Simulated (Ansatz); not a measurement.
# Comparing structures of PbS

All numbers below come from Ansatz, DFT PBE, scalar-relativistic, plane waves, PAW. Settings: cutoff 420 eV, Γ-centred meshes no coarser than 0.19 Å⁻¹ for metals and 0.3 Å⁻¹ for insulators (2π included), Gaussian smearing.

These are static lattice energies at zero pressure. Larger cells and other orderings weren't all tried, so the list isn't exhaustive. The k mesh leaves about 4 meV/atom of noise in metals. Spin–orbit coupling is left out.  Against the elements the lowest lies at -0.55 eV/atom.

3 of the 5 relaxed structures, chosen for unlike contacts. Contacts of a pair count up to 1.25 times its shortest distance.

| cell | type or group | contacts | shortest Pb–S (Å) | V (Å³/atom) | gap on mesh (eV) | ΔE (meV/atom) |
| --- | --- | --- | --- | --- | --- | --- |
| A | caesium chloride | Pb: 6 Pb + 8 S; S: 8 Pb | 3.16 | 24.38 | 0.00 | 256 |
| B | Cmcm | Pb: 10 Pb + 5 S; S: 5 Pb | 2.71 | 27.53 | 1.28 | 38 |
| C | rock salt | Pb: 6 S; S: 6 Pb | 3.00 | 27.12 | 0.49 | 0 |

Q: With H = E + PV at fixed volumes, which structure takes over first under pressure?

A: Enthalpies over C in meV/atom, with 1 GPa Å³ = 6.24 meV:

```json
{"P (GPa)": "0", "B": "38", "A": "256"}
{"P (GPa)": "7", "B": "56", "A": "136"}
{"P (GPa)": "23", "B": "97", "A": "-139"}
```

A (caesium chloride) is the only denser one, so it alone can cross, at 256 / (6.24 × 2.75) = 15 GPa. This holds only while the pressure stays small beside the bulk moduli; compression, and phases that weren't computed, would shift it.